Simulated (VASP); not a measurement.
Write the native input for VASP 6.6.1 that does the following.

```
Task                   : single point
Functional             : PBE
Potentials or basis    : VASP PAW PBE potentials, release 64 (Ni, O)
Cutoff                 : 520 eV
k mesh                 : 7 × 7 × 7
Occupations            : gaussian, width 0.05 eV
Spin                   : collinear spin, ferrimagnetic start
Starting moments       : [1.0, -0.5, 0.0, 0.0] μB
Hubbard terms          : Ni d U = 8 eV
Supercell matrix       : [0, 1, 1, 1, 0, 1, 1, 1, 0]
Further INCAR settings : ALGO = Fast; EDIFF = 1e-06; NBANDS = 28
```

The structure of NiO lies in POSCAR:

```
NiO
1.0
    4.1826190200      2.0913095100      2.0913095100
    2.0913095100      4.1826190200      2.0913095100
    2.0913095100      2.0913095100      4.1826190200
Ni O
2 2
Direct
    0.0000000000      0.0000000000      0.0000000000
    0.5000000000      0.5000000000      0.5000000000
    0.2500000000      0.2500000000      0.2500000000
    0.7500000000      0.7500000000      0.7500000000
```

These files were run (other wordings do the same):

INCAR

```
SYSTEM = NiO
PREC     = Accurate       ! precision mode
ENCUT    = 520            ! plane-wave cutoff, eV
EDIFF    = 1E-6           ! SCF threshold, eV
ISMEAR   = 0              ! smearing method
SIGMA    = 0.05           ! smearing width, eV
LREAL    = .False.        ! projectors in reciprocal space
LASPH    = .True.         ! aspherical terms in the spheres
NELM     = 100            ! most SCF steps
ALGO     = Fast           ! electronic algorithm
ISIF     = 2              ! what is computed and relaxed
LWAVE    = .False.        ! write WAVECAR
LCHARG   = .False.        ! write CHGCAR
ISPIN    = 2              ! spin polarisation
MAGMOM   = 1 -0.5 0 0     ! initial moments
LORBIT   = 11             ! projections on sites
LMAXMIX  = 4              ! l up to which the mixer works
LDAU     = .True.         ! DFT+U
LDAUTYPE = 2            
LDAUL    = 2 -1           ! shell
LDAUU    = 8 0            ! U, eV
LDAUJ    = 0 0          
LDAUPRINT= 1            
GGA      = PE             ! functional
NBANDS   = 28             ! bands
```

KPOINTS

```
regular mesh
0
Gamma
  7 7 7
  0 0 0
```

Potentials or basis: VASP PAW PBE potentials, release 64 (Ni, O).

The run is started by

```console
$ cat potpaw_PBE.64/Ni/POTCAR potpaw_PBE.64/O/POTCAR > POTCAR
$ mpirun -np 1 vasp_std > vasp.out
```

It gave:

| Item | Value |
| --- | --- |
| Pressure | -1.7 GPa |
| Band gap on the k mesh | 3.57 eV |
| Net moment | 0.00 μB per cell |
| Site moments | Ni +1.83, -1.83; O +0.00 μB |
| Valence electrons inside the program's atomic spheres | Ni 9.02; O 5.03 |

Caveat: an odd mesh through Γ misses points on the zone boundary, where band edges often lie.

It took 6.7 min on 1 thread of Intel(R) Xeon(R) Platinum 8375C CPU @ 2.90GHz (Ice Lake), on a shared host, peak memory 0.32 GiB.
